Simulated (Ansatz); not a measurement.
Set up this calculation in Ansatz 0.2.0, as the native input.

* Task: single point
* Functional: PBE
* Potentials or basis: all-electron LAPW, scalar-relativistic
* Cutoff: 256 eV (chosen from the basis error)
* Basis error allowed: 0.001 eV/atom
* k mesh: 10 × 10 × 8
* Occupations: fermi-dirac, width 0.05 eV
* Spin: no spin polarisation

Ga:

```
CELL_PARAMETERS angstrom
1.38300 -4.02650 0.00000
1.38300 4.02650 0.00000
-0.11745 0.00000 3.32993
ATOMIC_POSITIONS crystal
Ga 0.13100 0.86900 0.75000
Ga 0.86900 0.13100 0.25000
```

This isn't the form of Ga at room conditions, which is orthorhombic.

The input as run:

input.yaml

```yaml
crystal:
  lattice:
    - [1.383, -4.0265, 0.0]
    - [1.383, 4.0265, 0.0]
    - [-0.1174474948, 0.0, 3.3299294416]
  atoms:
    - { symbol: Ga, position: [0.131, 0.869, 0.75] }
    - { symbol: Ga, position: [0.869, 0.131, 0.25] }
kpoints:
  mp_grid: { grid: [10, 10, 8] }
scf:
  occupations: { method: fermi_dirac, width: 0.05 }
hamiltonian:
  xc: pbe
  pseudopotentials: { kind: all_electron, lapw: { basis_error: 0.001 } }
output:
  forces: true
  stress: true
  eigenvalues: true
```

Potentials or basis: all-electron LAPW, scalar-relativistic.

The run is started by

```bash
$ ansatz run input.yaml --threads 1 --pin off --max-ram 3072MiB --backend cpu --events-out ev --progress --plain --runs-dir out
```

It gave:

```
Pressure               : 1.7 GPa
Largest force          : 0.201 eV/Å
Band gap on the k mesh : none (metal or under the smearing width)
```

Wall time 42 s on 1 thread of Arm Neoverse V2 (shared host), peak memory 0.57 GiB.
